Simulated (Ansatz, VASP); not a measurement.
## One calculation of C, two programs

```
C
1.0
     2.52210    0.00000    0.00000
    -1.26105    2.18420    0.00000
     0.00000    0.00000    8.23710
C
8
Direct
  0.66667 0.33333 0.84375
  0.33333 0.66667 0.34375
  0.66667 0.33333 0.65625
  0.33333 0.66667 0.15625
  0.00000 0.00000 0.90625
  0.00000 0.00000 0.40625
  0.00000 0.00000 0.59375
  0.00000 0.00000 0.09375
```

This is a hexagonal form of diamond, not graphite.

Alike in both runs: task relaxation of cell and atoms; functional PBE; dispersion D3(BJ); k mesh 12 × 12 × 4; occupations fermi-dirac, width 0.05 eV; no spin polarisation.

|  | VASP | Ansatz |
| --- | --- | --- |
| version | VASP 6.6.1 | Ansatz 0.2.0 |
| potentials or method | VASP PAW PBE potentials, release 64 (C) | Ansatz PAW |
| plane-wave cutoff (eV) | 600 | 420 |
| valence electrons in the cell | 32 | 32 |

```tsv
	VASP	Ansatz	Ansatz less VASP
gap on the k mesh at the Fermi level, each at its own relaxed structure (eV)	4.56	4.57	+0.011
relaxed volume (Å³/atom)	5.63	5.63	0.000
relaxed cell length with the largest relative difference (Å)	8.270	8.271	+0.0010
energy change over the relaxation (meV/atom)	-3	-3	0.0
```

Caveats: the plane-wave basis is chosen anew once the cell has moved, so the energies of steps on either side of that aren't comparable (Ansatz); the pressure holds a Pulay correction of +1.0 GPa for the finite cutoff (Ansatz). A k mesh can miss the band edges. A hybrid or GW would open this gap; PBE tends to underestimate it.
